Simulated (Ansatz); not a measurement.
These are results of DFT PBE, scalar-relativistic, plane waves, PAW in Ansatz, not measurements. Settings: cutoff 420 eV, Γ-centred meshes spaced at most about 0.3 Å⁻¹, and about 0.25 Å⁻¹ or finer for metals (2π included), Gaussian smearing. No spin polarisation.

These are static total energies at zero pressure.

Compare these two cells of Sn4S, each relaxed at this level.

A. Space group Pm-3m (No. 221), cubic, a = 5.367 Å. Sn on a site of symmetry 4/mmm is surrounded by 2 S at 2.68 Å and 12 Sn at 3.80 Å; Sn on a site of symmetry m-3m has 12 Sn at 3.80 Å; S is surrounded by 6 Sn at 2.68 Å.

B. Space group Im-3m (No. 229), cubic, a = 6.650 Å. Sn is surrounded by 2 S at 2.88 Å and 6 Sn at 3.32 Å; around S lie 8 Sn at 2.88 Å.

Question: Which form is favoured at zero pressure, and by what margin per atom?

Answer: B is lower, by 63 meV/atom. A has space group Pm-3m (No. 221), 30.9 Å³/atom and no gap on its mesh; B has space group Im-3m (No. 229), 29.4 Å³/atom and no gap. Counting Sn atoms around S (those within 1.25 times the shortest such distance or 1.15 times the sum of covalent radii; the shortest distance is added where it is long for a bond), A has S 6 and B has S 8 from 2.9 Å. The denser one is the lower, and pressure would at first widen the difference. Even the lower one lies +0.14 eV/atom against the reference forms of the elements (uncorrected), so neither is stable at this level. Both come from invented guesses.

Cells relaxed within their symmetry can be saddle points.

The preference for B probably comes from the tin framework rather than from stronger individual Sn–S bonds. Sulfur can accept only two electrons, so at this composition most of the tin valence electrons remain in Sn–Sn states, and cohesion depends heavily on 5p overlap between tin atoms. In A the Sn–S contacts are short, but the tin atoms are held 3.80 Å apart, and one tin site has no close sulfur to compensate. B brings tin to 3.32 Å from tin and spreads the sulfur bonding over more, weaker contacts at 2.88 Å. This suggests that better Sn–Sn bonding outweighs the loss in each Sn–S bond, although total energies alone cannot separate the two contributions.

The positive formation energy fits the known chemistry, in which tin and sulfur form compounds much richer in sulfur. Because SnS is stable against the elements, separation into SnS and tin should release still more energy than separation into the elements. The ordering therefore ranks two unfavourable structures and doesn't identify the best arrangement for Sn4S.
